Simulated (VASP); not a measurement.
Wanted: the native input for a VASP 6.6.1 run.

```yaml
Task: relaxation of cell and atoms
Functional: PBE
Dispersion: D3(BJ)
Potentials_or_basis: VASP PAW PBE potentials, release 64 (Ga_d, P)
Cutoff: 600 eV
k_mesh: 8 × 8 × 8
Occupations: gaussian, width 0.03 eV
Spin: no spin polarisation
Further_INCAR_settings: ALGO = Normal; EDIFF = 1e-06; IBRION = 2; EDIFFG = -0.01; NSW = 90; ISIF = 3
```

The structure of GaP lies in POSCAR:

```
GaP
1.0
    0.0000000000      2.7252500000      2.7252500000
    2.7252500000      0.0000000000      2.7252500000
    2.7252500000      2.7252500000      0.0000000000
Ga P
1 1
Direct
    0.0000000000      0.0000000000      0.0000000000
    0.2500000000      0.2500000000      0.2500000000
```

The input as run:

INCAR

```
SYSTEM = GaP
ALGO = Normal
EDIFF = 1E-6
EDIFFG = -0.01
ENCUT = 600
GGA = PE
IBRION = 2
ISIF = 3
ISMEAR = 0
IVDW = 12
LASPH = .True.
LCHARG = .False.
LREAL = .False.
LWAVE = .False.
NELM = 80
NSW = 90
PREC = Accurate
SIGMA = 0.03
```

KPOINTS

```
k-points
0
Gamma
  8 8 8
  0 0 0
```

Potentials or basis: VASP PAW PBE potentials, release 64 (Ga_d, P).

Command:

```console
$ cat potpaw_PBE.64/Ga_d/POTCAR potpaw_PBE.64/P/POTCAR > POTCAR
$ mpirun -np 1 vasp_std > vasp.out
```

Results of the run:

| Quantity | Value |
| --- | --- |
| Relaxed volume | 20.18 Å³/atom |
| Relaxed cell | a = 3.850 Å, b = 3.850 Å, c = 3.850 Å, α = 60.00°, β = 60.00°, γ = 60.00° |
| Space group after relaxing (to 0.05 Å) | F-43m (No. 216) |
| Energy gained by relaxing | 0.1 meV/atom |
| Ionic steps | 3 |
| Pressure after relaxing | 0.0 GPa |
| Band gap on the k mesh | 1.64 eV, indirect (least direct gap 1.85 eV) |
| Dispersion energy per atom | -0.318 eV |

Wall time 19 s on 1 thread of Intel(R) Xeon(R) Platinum 8488C (Sapphire Rapids), on a shared host, peak memory 0.2 GiB.
